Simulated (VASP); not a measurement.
Input of a VASP 6.6.1 run:

The input INCAR:

```
PREC     = Accurate       # precision mode
ENCUT    = 600            # plane-wave cutoff, eV
EDIFF    = 1E-6           # SCF threshold, eV
ISMEAR   = 1              # smearing method
SIGMA    = 0.1            # smearing width, eV
LREAL    = F              # projectors in reciprocal space
LASPH    = T              # aspherical terms in the spheres
NELM     = 80             # most SCF steps
ALGO     = Normal         # electronic algorithm
ISIF     = 3              # what is computed and relaxed
LWAVE    = F              # write WAVECAR
LCHARG   = F              # write CHGCAR
GGA      = PE             # functional
IBRION   = 2              # ionic algorithm
NSW      = 90             # ionic steps
EDIFFG   = -0.01          # ionic threshold
```

The input KPOINTS:

```
regular mesh
0
Gamma
  15 15 13
```

The input POSCAR:

```
WC
1.0
    2.9065000000      0.0000000000      0.0000000000
   -1.4532500000      2.5171028361      0.0000000000
    0.0000000000      0.0000000000      2.8366000000
W C
1 1
Direct
    0.0000000000      0.0000000000      0.0000000000
    0.6666666667      0.3333333333      0.5000000000
```

Potentials or basis: VASP PAW PBE potentials, release 64 (W_sv, C).

Launch:

```bash
$ cat potpaw_PBE.64/W_sv/POTCAR potpaw_PBE.64/C/POTCAR > POTCAR
$ mpirun -np 1 vasp_std > vasp.out
```

Problem. What does it give for the band gap on the k mesh?

Solution. None (metal or under the smearing width).

Problem. What does it give for the space group after relaxing (to 0.05 Å)?

Solution. P-6m2 (No. 187).

Problem. What does it give for the relaxed volume?

Solution. 10.55 Å³/atom.

Step by step:
```tsv
step	energy change (eV)	largest force (eV/Å)	pressure (GPa)	volume (Å³)
1	0.0000	0.0000	6.59	20.75
2	0.0421	0.0000	-15.66	22.06
3	-0.0070	0.0000	-0.10	21.10
4	-0.0070	0.0000	0.01	21.10
5	-0.0070	0.0000	0.05	21.10
6	-0.0070	0.0000	0.05	21.10
```

Spin-orbit coupling is left out, which matters for the levels of W. Zero-point motion and thermal expansion aren't in these numbers.
